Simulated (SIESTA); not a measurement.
Al2O3 (Corundum):

```
Al O
1.0
     2.38025    1.37424    4.33187
    -2.38025    1.37424    4.33187
     0.00000   -2.74848    4.33187
Al O
4 6
Direct
  0.85216 0.85216 0.85216
  0.64784 0.64784 0.64784
  0.14784 0.14784 0.14784
  0.35216 0.35216 0.35216
  0.05668 0.75000 0.44332
  0.75000 0.44332 0.05668
  0.44332 0.05668 0.75000
  0.94332 0.25000 0.55668
  0.25000 0.55668 0.94332
  0.55668 0.94332 0.25000
```

Base run:

| Item | Value |
| --- | --- |
| Program | SIESTA 5.4.2 |
| Functional | PBE |
| Potentials or basis | PseudoDojo 0.4 standard (PBE files) |
| Basis | DZP (energy shift 0.003 Ry) |
| Grid cutoff | 800 Ry |
| Energy shift | 0.003 Ry |
| k mesh | 7 × 7 × 7 |
| Occupations | fermi-dirac, width 0.05 eV |
| Spin | no spin polarisation |

Its results: band gap on the k mesh 6.24 eV, direct; pressure 8.5 GPa; largest force 0.033 eV/Å.

Question: After a change of settings the same cell gave: band gap on the k mesh 6.53 eV, direct; pressure 14.7 GPa; largest force 0.156 eV/Å. Which change was it?
A. basis from DZP (energy shift 0.003 Ry) to TZP (energy shift 0.003 Ry)
B. functional from PBE to BLYP
C. basis from DZP (energy shift 0.003 Ry) to SZ (energy shift 0.01 Ry); energy shift from 0.003 Ry to 0.01 Ry
D. basis from DZP (energy shift 0.003 Ry) to DZ (energy shift 0.003 Ry)

Answer: B.

BLYP binds less tightly than PBE, so the same cell stands under more pressure.

Caveats: the basis of atomic orbitals isn't converged, which shifts pressures, moduli and gaps; the potentials were made for another functional, which shifts forces and pressure (some runs).
